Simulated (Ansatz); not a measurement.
Runs of Ansatz 0.2.0 on ZrC. The structure is hexagonal, space group P6_3/mmc (No. 194). The conventional cell has a = 3.391 Å, b = 3.391 Å, c = 5.290 Å, α = 90.00°, β = 90.00°, γ = 120.00°. Zr (site symmetry -6m2) has 6 C at 2.36 Å as nearest neighbours. C (site symmetry -3m) is surrounded by 6 Zr at 2.36 Å and 2 C at 2.65 Å. The cell comes from a database or a generator and needn't be the stable form of this composition.

```csv
task,level,U,k mesh,cutoff (eV),points for each segment of the path,hubbard projectors,double counting,gap on the mesh (eV),pressure (GPa)
band structure,BLYP,-,7 × 7 × 4,420,14,-,-,none,4.9
projected density of states,PBEsol+U,Zr d U = 3 eV,9 × 9 × 5,420,-,ortho-atomic (the default),fll (the default),none,-4.2
band structure,LDA,-,7 × 7 × 4,420,14,-,-,none,-11.8
band structure,PBEsol,-,7 × 7 × 4,420,14,-,-,none,-7.9
projected density of states,PBEsol+U,Zr d U = 8 eV,9 × 9 × 5,420,-,ortho-atomic (the default),fll (the default),none,3.4
projected density of states,PBEsol+U,Zr d U = 5 eV,9 × 9 × 5,420,-,ortho-atomic (the default),fll (the default),none,(a)
band structure,r2SCAN,-,7 × 7 × 4,500,14,-,-,none,-2.3
projected density of states,PBEsol+U,Zr d U = 6 eV,9 × 9 × 5,420,-,ortho-atomic (the default),fll (the default),none,(b)
```

Alike in all rows: potentials or basis Ansatz PAW; no spin polarisation; cell as given; smearing fermi-dirac 0.05 eV.

Problem. Estimate the missing entries.

Solution. (a) -1.5; (b) 0.0.

Caveats: the PAW data sets come from PBE, with cores solved anew for the run's functional, which leaves a small shift of forces and pressure; U without spin polarisation on a metal has little footing (some runs); the U is typed as a test and isn't derived for this compound (some runs); the potentials were made for another functional, which shifts forces and pressure (some runs).

A k mesh can miss the band edges, and the runs leave out spin-orbit coupling on Zr.

A gap of «none» marks a metal or a gap under the smearing width.

Not every run made on this cell is shown here.
